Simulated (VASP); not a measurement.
A run of VASP 6.6.1 is set up as follows.

The input INCAR:

```
PREC = Accurate
ENCUT = 350
EDIFF = 1E-7
ISMEAR = 0
SIGMA = 0.1
LREAL = False
LASPH = True
NELM = 80
ALGO = Fast
ISIF = 3
LWAVE = False
LCHARG = False
GGA = PS
IBRION = 2
NSW = 80
EDIFFG = -0.002
PSTRESS = 120.0
```

File KPOINTS:

```
Automatic mesh
0
Gamma
  16 16 16
```

File POSCAR:

```
Hf                                      
1.0
   -1.6887769940      1.6887769940      1.6887769940
    1.6887769940     -1.6887769940      1.6887769940
    1.6887769940      1.6887769940     -1.6887769940
  Hf            
     1
Direct
     0.0000000000000000    0.0000000000000000    0.0000000000000000
```

Potentials or basis: VASP PAW PBE potentials, release 64 (Hf_pv).

The run is started by

```console
$ cat potpaw_PBE.64/Hf_pv/POTCAR > POTCAR
$ mpirun -np 1 vasp_std > vasp.out
```

Q: What does it give for the relaxed volume?

A: 19.27 Å³/atom.

Q: Estimate the band gap on the k mesh.

A: None (metal or under the smearing width).

Q: Predict the relaxed cell.

A: a = 2.925 Å, b = 2.925 Å, c = 2.925 Å, α = 109.47°, β = 109.47°, γ = 109.47°.

Q: Estimate the space group after relaxing (to 0.05 Å).

A: Im-3m (No. 229).

Step by step:
| step | energy change (eV) | largest force (eV/Å) | pressure (GPa) | volume (Å³) |
| --- | --- | --- | --- | --- |
| 1 | 0.0000 | 0.0000 | 12.04 | 19.27 |
| 2 | -0.0011 | 0.0000 | 11.92 | 19.28 |
| 3 | -0.0004 | 0.0000 | 12.00 | 19.27 |

Caveat: the cell is relaxed towards a set pressure, so the enthalpy falls and the energy may rise; the PAW data sets were made with another functional, which shifts forces and pressure a little. Spin-orbit coupling is left out, which matters for the levels of Hf.
